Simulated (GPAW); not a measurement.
Crystal: Sn.

```xyz
2
Lattice="-2.9401 2.9401 1.5993 2.9401 -2.9401 1.5993 2.9401 2.9401 -1.5993" Properties=species:S:1:pos:R:3 pbc="T T T"
Sn    0.0000    0.0000    0.0000
Sn    0.0000    2.9401    0.7997
```

```yaml
Program: GPAW 26.7.0
Task: relaxation of cell and atoms
Functional: PBEsol
Dispersion: D4
Potentials_or_basis: PAW data sets generated in the run's folder for this functional
Cutoff: 600 eV
Basis: pw
k_mesh: 7 × 7 × 7
Occupations: fermi-dirac, width 0.05 eV
Spin: no spin polarisation
```

At the start: pressure -3.2 GPa; volume 27.65 Å³/atom.

Question: Where does the relaxation end?

Answer: Over 6 steps the energy falls by 18.2 meV/atom and the volume is 25.99 Å³/atom (-6.0 %); space group I4_1/amd (No. 141, to 0.05 Å).

The path:
| step | energy change (eV) | largest force (eV/Å) | pressure (GPa) | volume (Å³) |
| --- | --- | --- | --- | --- |
| 1 | 0.0000 | 0.0000 | -3.24 | 55.30 |
| 2 | -0.0122 | 0.0000 | -2.69 | 54.64 |
| 3 | -0.0358 | 0.0000 | 0.30 | 51.73 |
| 4 | -0.0360 | 0.0000 | 0.00 | 51.99 |
| 5 | -0.0361 | 0.0000 | 0.00 | 51.99 |
| 6 | -0.0364 | 0.0000 | 0.01 | 51.98 |

Final structure:
```
CELL_PARAMETERS angstrom
-2.87005 2.87005 1.57773
2.87005 -2.87005 1.57773
2.87005 2.87005 -1.57773
ATOMIC_POSITIONS crystal
Sn 0.00000 0.00000 0.00000
Sn 0.75000 0.25000 0.50000
```

Caveat: later steps reuse the first step's grids; pairwise dispersion overbinds metals, which lowers pressure and volume.
